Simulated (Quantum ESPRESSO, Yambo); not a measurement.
# A GW run on KBr (Fm-3m) in Yambo, with inputs changed

Aim: change inputs of a GW run on KBr (Fm-3m) and see what moves.

Program: Yambo 5.3.0. Level of theory: PBE and many-body steps on it, plane waves. Results are calculated unless marked as measured.

## Step 1: Starting point

The structure is cubic, space group Fm-3m (No. 225). The conventional cell has a = 6.600 Å, b = 6.600 Å, c = 6.600 Å, α = 90.00°, β = 90.00°, γ = 90.00°. K has 6 Br at 3.30 Å nearest. Nearest to Br lie 6 K at 3.30 Å. Farther neighbours and most contacts between anions are not listed.

As a file:

```cif
data_structure
_symmetry_space_group_name_H-M 'P 1'
_symmetry_Int_Tables_number 1
_cell_length_a 4.6669
_cell_length_b 4.6669
_cell_length_c 4.6669
_cell_angle_alpha 60.000
_cell_angle_beta 60.000
_cell_angle_gamma 60.000
_cell_volume 71.87
loop_
_atom_site_label
_atom_site_type_symbol
_atom_site_fract_x
_atom_site_fract_y
_atom_site_fract_z
_atom_site_occupancy
K1 K 0.00000 0.00000 0.00000 1
Br2 Br 0.50000 0.50000 0.50000 1
```

The cell and positions come from the Crystallography Open Database and are kept as given unless a step says otherwise.

## Step 2: Base

This step: Yambo 5.3.0; G0W0 on PBE, plane waves, norm-conserving pseudopotentials.

G0W0 replaces the xc potential by the self-energy, built once from these orbitals. Only a window of levels is corrected, while the sums run over the empty bands that the input names.

gw2.in reads:

```
HF_and_locXC
gw0
dyson
ppa
em1d
rim_cut
RandQpts= 1000000
RandGvec= 1 RL
EXXRLvcs= 76 Ry
VXCRLvcs= 304 Ry
Chimod= "HARTREE"
% BndsRnXp
 1 | 201 |
%
NGsBlkXp= 15.5 Ry
% LongDrXp
 1 | 1 | 1 |
%
% GbndRnge
 1 | 201 |
%
DysSolver= "n"
ExtendOut
PPAPntXp= 27.21138 eV
% QPkrange
 1 | 1 | 12 | 15 |
%
```

On the command line:

```console
> OMP_NUM_THREADS=1 mpirun -n 4 yambo -F gw2.in -J gw2 -C gw2 > gw2.log
```

The log of the run:

```text
 Yambo, version 5.3.0

 [02] CORE Variables Setup
 =========================

  [... cell, symmetries and grids as in the set-up ...]

  [02.05] Energies & Occupations
  ==============================

  [X] === General ===
  [X] Electronic Temperature                        :  0.000000  0.000000 [eV K]
  [X] Bosonic    Temperature                        :  0.000000  0.000000 [eV K]
  [X] Finite Temperature mode                       : no
  [X] El. density                                   :  0.36174E+24 [cm-3]
  [X] Fermi Level                                   :  2.085286 [eV]

  [X] === Gaps and Widths ===
  [X] Conduction Band Min                           :  4.436154 [eV]
  [X] Valence Band Max                              :  0.000000 [eV]
  [X] Filled Bands                                  :  13
  [X] Empty Bands                                   :    14   474
  [X] Direct Gap                                    :  4.436154 [eV]
  [X] Direct Gap localized at k                     :  1
  [X] Indirect Gap                                  :  4.436154 [eV]
  [X] Indirect Gap between kpts                     :  1  1
  [X] Last valence band width                       :  0.536069 [eV]
  [X] 1st conduction band width                     :  2.953841 [eV]

 [03] Transferred momenta grid and indexing
 ==========================================

 IBZ Q-points                                      :   8
 BZ  Q-points                                      :   64

 K/Q-points units:
 rlu = crystal or reduced units; cc = cartesian coordinates; iku = interal k-units

 Q [1]          [rlu]:  0.000000  0.000000  0.000000
 Q [2]          [rlu]: -0.15345E-16  0.40166E-16  0.25000
 Q [3]          [rlu]:  0.30690E-16 -0.80332E-16 -0.50000
 Q [4]          [rlu]: -0.46171E-17  0.25000      0.25000
 Q [5]          [rlu]: -0.20915E-17  0.25000      0.50000
 Q [6]          [rlu]: -0.24821E-16  0.25000     -0.25000
 Q [7]          [rlu]:  0.92343E-17 -0.50000     -0.50000
 Q [8]          [rlu]:  0.250000 -0.500000 -0.250000

 [04] Coloumb potential Random Integration (RIM)
 ===============================================

  [04.01] RIM initialization
  ==========================

  * Diagonal components only detected *

  8 x (sBL volume)        :  0.063927 [a.u.]
  sBZ random points       :  1000000
  Points outside the sBZ  :   7968281
  RL volume               :  0.511412 [a.u.]
  Integrated volume       :  0.513448 [a.u.]

  [04.02] RIM integrals
  =====================

  Gamma point sphere radius             :  0.072529 [a.u.]
  Points outside the sphere             :   800476
  [Int_sBZ(q=0) 1/q^2]*(Vol_sBZ)^(-1/3) =:  7.776341
                                 should be <:  7.795600

  Summary of Coulomb integrals for non-metallic bands |Q|[au] RIM/Bare

  Q [1] 0.100000E-4 0.997530 * Q [2] 0.218141 1.068480
  Q [4] 0.251888 1.066792 * Q [6] 0.356223 1.029814
  Q [5] 0.417709 1.022655 * Q [3] 0.436282 1.020683
  Q [7] 0.503776 1.017590 * Q [8] 0.563238 1.014367

 [WARNING] [Xp] User bands 1-201 break level degeneracy

 [05] Dipoles
 ============

  [05.01] Setup: observables and procedures
  =========================================

 [06] Dynamic Dielectric Matrix (PPA)
 ====================================

 [WR./gw2//ndb.pp]---------------------------------------------------------------
  Brillouin Zone Q/K grids (IBZ/BZ)                :    8   64    8   64
  RL vectors                                       :   6567 [WF]
  Coulomb cutoff potential                         : none
  Electronic Temperature                           :  0.000000 [K]
  Bosonic    Temperature                           :  0.000000 [K]
  PPA    diel. fun.  energies                      : Perdew, Burke & Ernzerhof(X)+Perdew, Burke & Ernzerhof(C)
  wavefunctions                                    : Perdew, Burke & Ernzerhof(X)+Perdew, Burke & Ernzerhof(C)
  Global Gauge                                     : length
  X matrix size                                    :   537
  X band range                                     :    1  201
  X e/h energy range                               : -1.000000 -1.000000 [eV]
  X Time ordering                                  : R
  X Hxc Kernel                                     : HARTREE
  X Drude frequency                                :  0.000000  0.000000
  X poles                                          :  100.0000 [o/o]
  RL vectors in the sum                            :   6567
  [r,Vnl] included                                 : yes
  Field direction                                  :  0.577350E-5  0.577350E-5  0.577350E-5
  BZ energy Double Grid                            : no
  BZ energy DbGd points                            : 0
  BZ Q point size factor                           : -1.000000
  X Optical Averaged directions                    : none

 [07] Local Exchange-Correlation + Non-Local Fock
 ================================================

 [VXC] Plane waves :   43599
 [EXS] Plane waves :   5577

 QP @ state[ 1 ] K range:  1  1
 QP @ state[ 1 ] b range:  12  15

 [xc] Functional : Perdew, Burke & Ernzerhof(X)+Perdew, Burke & Ernzerhof(C)
 [xc] LIBXC used to calculate xc functional
  PP Number of Atomic Species                      :  2
  NLCC RL compoments                               :   43599
  PP Number of Atomic Species                      :  2
  NLCC RL compoments                               :   43599

 [xc] E_xc :  -16.87313 [Ha]
      E_xc :  -33.74626 [Ry]

  Local XC kind (lXC) : Perdew, Burke & Ernzerhof(X)+Perdew, Burke & Ernzerhof(C)
  Non-Local XC kind (nlXC) : Hartree-Fock

  Corrections @ K [1] :  [eV]
 <12|nlXC|12> = -19.54507 -0.66412E-17 <12|lXC|12> = -14.35201  0.56645E-15
 <13|nlXC|13> = -19.54501 -0.52136E-17 <13|lXC|13> = -14.35201 -0.23602E-16
 <14|nlXC|14> = -3.946253  0.22324E-17 <14|lXC|14> = -7.314515  0.37763E-15
 <15|nlXC|15> = -3.767110  0.64592E-19 <15|lXC|15> = -8.482834 -0.47204E-16

 [08] Dyson equation: Newton solver
 ==================================

  [08.01] G0W0 (W PPA)
  ====================

  [  GW  ] Bands range     :    1  201
  [GW/PPA] G damping       :  0.100000 [eV]

  QP @ state[ 1 ] K range:  1  1
  QP @ state[ 1 ] b range:  12  15

   Sc/G bands                                       :    1  201
   Sc/G damping                                     :  0.100000 ev
   Sc bands terminator                              : no
   Sx RL components                                 :   5577

   QP @ state[ 1 ] K range                          :  1  1
   QP @ state[ 1 ] b range                          :  12  15
   GF energies kind                                 : Perdew, Burke & Ernzerhof(X)+Perdew, Burke & Ernzerhof(C)
   GF WF`s kind                                     : Perdew, Burke & Ernzerhof(X)+Perdew, Burke & Ernzerhof(C)
   Xs energies kind                                 : Perdew, Burke & Ernzerhof(X)+Perdew, Burke & Ernzerhof(C)
   Xs WF`s kind                                     : Perdew, Burke & Ernzerhof(X)+Perdew, Burke & Ernzerhof(C)

 [11] Game Over & Game summary
```

It took 6.3 min on 4 MPI ranks of Arm Neoverse V1, shared host; peak memory 2.1 GiB.

This step gave:

- G0W0 gap on the points computed: 7.728 eV
- starting gap on the mesh: 4.436 eV
- k of the valence top: 0, 0, 0
- k of the conduction bottom: 0, 0, 0
- least direct G0W0 gap on the computed points: 7.728 eV
- Z at the valence top: 0.8279
- Z at the conduction bottom: 0.8736

The gap on the mesh goes from 4.44 eV to 7.73 eV, a correction of +3.29 eV.

## Step 3: Damping of G

gw6.in, as its differences from gw2.in of step 2:

```diff
@@ -27 +27,2 @@
 %
+GDamping= 0.5 eV
```

On the command line:

```console
> OMP_NUM_THREADS=1 mpirun -n 4 yambo -F gw6.in -J gw6,gw2_W -C gw6 > gw6.log
```

The log of the run:

```text
 Yambo, version 5.3.0

 [02] CORE Variables Setup
 =========================

  [... cell, symmetries and grids as in the set-up ...]

  [02.05] Energies & Occupations
  ==============================

  [X] === General ===
  [X] Electronic Temperature                        :  0.000000  0.000000 [eV K]
  [X] Bosonic    Temperature                        :  0.000000  0.000000 [eV K]
  [X] Finite Temperature mode                       : no
  [X] El. density                                   :  0.36174E+24 [cm-3]
  [X] Fermi Level                                   :  2.085286 [eV]

  [X] === Gaps and Widths ===
  [X] Conduction Band Min                           :  4.436154 [eV]
  [X] Valence Band Max                              :  0.000000 [eV]
  [X] Filled Bands                                  :  13
  [X] Empty Bands                                   :    14   474
  [X] Direct Gap                                    :  4.436154 [eV]
  [X] Direct Gap localized at k                     :  1
  [X] Indirect Gap                                  :  4.436154 [eV]
  [X] Indirect Gap between kpts                     :  1  1
  [X] Last valence band width                       :  0.536069 [eV]
  [X] 1st conduction band width                     :  2.953841 [eV]

 [03] Transferred momenta grid and indexing
 ==========================================

 IBZ Q-points                                      :   8
 BZ  Q-points                                      :   64

 K/Q-points units:
 rlu = crystal or reduced units; cc = cartesian coordinates; iku = interal k-units

 Q [1]          [rlu]:  0.000000  0.000000  0.000000
 Q [2]          [rlu]: -0.15345E-16  0.40166E-16  0.25000
 Q [3]          [rlu]:  0.30690E-16 -0.80332E-16 -0.50000
[...]
Q [7]          [rlu]:  0.92343E-17 -0.50000     -0.50000
 Q [8]          [rlu]:  0.250000 -0.500000 -0.250000

 [04] Coloumb potential Random Integration (RIM)
 ===============================================

 Summary of Coulomb integrals for non-metallic bands |Q|[au] RIM/Bare

 Q [1] 0.100000E-4 0.997530 * Q [2] 0.218141 1.068480
 Q [4] 0.251888 1.066792 * Q [6] 0.356223 1.029814
 Q [5] 0.417709 1.022655 * Q [3] 0.436282 1.020683
 Q [7] 0.503776 1.017590 * Q [8] 0.563238 1.014367

 [WARNING] [Xp] User bands 1-201 break level degeneracy

 [05] Dipoles
 ============

  [05.01] Setup: observables and procedures
  =========================================

 [06] Dynamic Dielectric Matrix (PPA)
 ====================================

   Sc/G bands                                       :    1  201
   Sc/G damping                                     :  0.500000 ev
   Sc bands terminator                              : no
   Sx RL components                                 :   5577

   QP @ state[ 1 ] K range                          :  1  1
   QP @ state[ 1 ] b range                          :  12  15
   GF energies kind                                 : Perdew, Burke & Ernzerhof(X)+Perdew, Burke & Ernzerhof(C)
   GF WF`s kind                                     : Perdew, Burke & Ernzerhof(X)+Perdew, Burke & Ernzerhof(C)
   Xs energies kind                                 : Perdew, Burke & Ernzerhof(X)+Perdew, Burke & Ernzerhof(C)
   Xs WF`s kind                                     : Perdew, Burke & Ernzerhof(X)+Perdew, Burke & Ernzerhof(C)

 [11] Game Over & Game summary
```

The job ended after 2.2 min (4 MPI ranks; peak memory 2 GiB; 8.8 min of CPU time).

Numbers from this step:

```
G0W0 gap on the points computed              : 7.730 eV
starting gap on the mesh                     : 4.436 eV
k of the valence top                         : 0, 0, 0
k of the conduction bottom                   : 0, 0, 0
least direct G0W0 gap on the computed points : 7.730 eV
Z at the valence top                         : 0.8281
Z at the conduction bottom                   : 0.8737
```

Against G0W0 in Yambo (4×4×4 mesh, 201 bands, screening to 210.9 eV, Godby-Needs plasmon pole), the gap moves by +0.002 eV.

(Continued in part 2 of 2.)

[Paths, hosts, dates, memory and timing lines, banners, echoed tables and standing remarks are left out of the program output.]

[Logs are printed without paths, hosts, clocks, repeated set-up lines and the standing remarks that a program may print on its own settings, such as how far it seeks lower states.]

[Runs of the session that timed out or met a known fault of the program may be left out.]

[Hosts, paths, dates, database ids (printed as entryN), source tags and the programs' standing remarks are cut or masked in the printed files.]
